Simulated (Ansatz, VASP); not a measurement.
**InAs: VASP beside Ansatz**

File INCAR:

```
SYSTEM = InAs
ALGO = Normal ; EDIFF = 1E-6
ENCUT = 520 ; GGA = PS
ISIF = 2 ; ISMEAR = 0
LASPH = .TRUE. ; LCHARG = .FALSE.
LREAL = .FALSE. ; LWAVE = .FALSE.
NBANDS = 16 ; NELM = 80
PREC = Accurate ; SIGMA = 0.1
```

Contents of KPOINTS:

```
k-points
0
G
  12 12 12
  0 0 0
```

Contents of POSCAR:

```
InAs
1.0
    0.0000000000      3.0987230400      3.0987230400
    3.0987230400      0.0000000000      3.0987230400
    3.0987230400      3.0987230400      0.0000000000
In As
1 1
Direct
    0.0000000000      0.0000000000      0.0000000000
    0.7500000000      0.7500000000      0.7500000000
```

Input for Ansatz:

```yaml
crystal:
  lattice:
    - [0.0, 3.09872304, 3.09872304]
    - [3.09872304, 0.0, 3.09872304]
    - [3.09872304, 3.09872304, 0.0]
  atoms:
    - { symbol: In, position: [0.0, 0.0, 0.0] }
    - { symbol: As, position: [0.75, 0.75, 0.75] }
basis:
  ecutwfc: 420
kpoints:
  mp_grid: { grid: [12, 12, 12] }
hamiltonian:
  xc: pbesol
scf:
  occupations: { method: gaussian, width: 0.1 }
output:
  forces: true
  stress: true
  eigenvalues: true
  write_density: true
  write_potential: true
  elf: true
  volumetric_format: npy
```

Alike in both runs: task single point; functional PBEsol; k mesh 12 × 12 × 12; occupations gaussian, width 0.1 eV; no spin polarisation.

```csv
,VASP,Ansatz
version,VASP 6.6.1,Ansatz 0.2.0
potentials or method,"VASP PAW PBE potentials, release 64 (In_d, As)","scalar-relativistic, plane waves, PAW"
plane-wave cutoff (eV),520,420
valence electrons in the cell,18,28
```

|  | VASP | Ansatz | Ansatz less VASP |
| --- | --- | --- | --- |
| gap on the k mesh at the Fermi level (eV) | none | none | - |
| pressure (GPa) | -2.6 | -2.6 | -0.06 |

A gap of «none» marks a metal or a gap that the smearing closes. The two sets of potentials don't hold the same shells in valence.

Caveats: the PAW data sets were made with another functional, which shifts forces and pressure a little (VASP).
